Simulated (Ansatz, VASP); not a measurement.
## Cd2S in VASP and in Ansatz

File INCAR:

```
SYSTEM = Cd2S
  PREC = Accurate
  ENCUT = 520
  EDIFF = 1E-6
  ISMEAR = 0
  SIGMA = 0.05
  LREAL = .FALSE.
  LASPH = .TRUE.
  NELM = 100
  ALGO = Normal
  ISIF = 2
  LWAVE = .FALSE.
  LCHARG = .FALSE.
  GGA = PS
  NBANDS = 22
```

KPOINTS

```
regular mesh
0
G
  12 12 6
  0 0 0
```

POSCAR

```
Cd2S
1.0
    3.7364015892      0.0000000000      0.0000000000
   -1.8682007946      3.2358186950      0.0000000000
    0.0000000000      0.0000000000      6.0003144168
Cd S
2 1
Direct
    0.6666666700      0.3333333300      0.5872776950
    0.3333333300      0.6666666700      0.9591924281
    0.3333333300      0.6666666700      0.3306868768
```

Input for Ansatz:

```yaml
crystal:
  lattice:
    - [3.7364015892, 0.0, 0.0]
    - [-1.8682007946, 3.235818695, 0.0]
    - [0.0, 0.0, 6.0003144168]
  atoms:
    - { symbol: Cd, position: [0.66666667, 0.33333333, 0.587277695] }
    - { symbol: Cd, position: [0.33333333, 0.66666667, 0.9591924281] }
    - { symbol: S, position: [0.33333333, 0.66666667, 0.3306868768] }
basis:
  ecutwfc: 420
kpoints:
  mp_grid: { grid: [12, 12, 6] }
hamiltonian:
  xc: pbesol
scf:
  occupations: { method: gaussian, width: 0.05 }
output:
  forces: true
  stress: true
  eigenvalues: true
  write_density: true
  write_potential: true
  elf: true
  volumetric_format: npy
```

Alike in both runs: task single point; functional PBEsol; k mesh 12 × 12 × 6; occupations gaussian, width 0.05 eV; no spin polarisation.

|  | VASP | Ansatz |
| --- | --- | --- |
| version | VASP 6.6.1 | Ansatz 0.2.0 |
| potentials or method | VASP PAW PBE potentials, release 64 (Cd, S) | scalar-relativistic, plane waves, PAW |
| plane-wave cutoff (eV) | 520 | 420 |
| valence electrons in the cell | 30 | 46 |

|  | VASP | Ansatz | Ansatz less VASP |
| --- | --- | --- | --- |
| gap on the k mesh at the Fermi level (eV) | none | none | - |
| pressure (GPa) | 0.9 | 0.6 | -0.40 |
| largest component of the traceless stress (GPa) | 3.76 | 3.39 | -0.366 |
| rms of the force components (eV/Å) | 1.298 | 1.260 | -0.0379 |

Atom by atom the forces differ by 0.042 eV/Å (rms over components). A gap of «none» marks a metal or a gap that the smearing closes. The two sets of potentials don't hold the same shells in valence.

Caveats: the PAW data sets were made with another functional, which shifts forces and pressure a little (VASP).
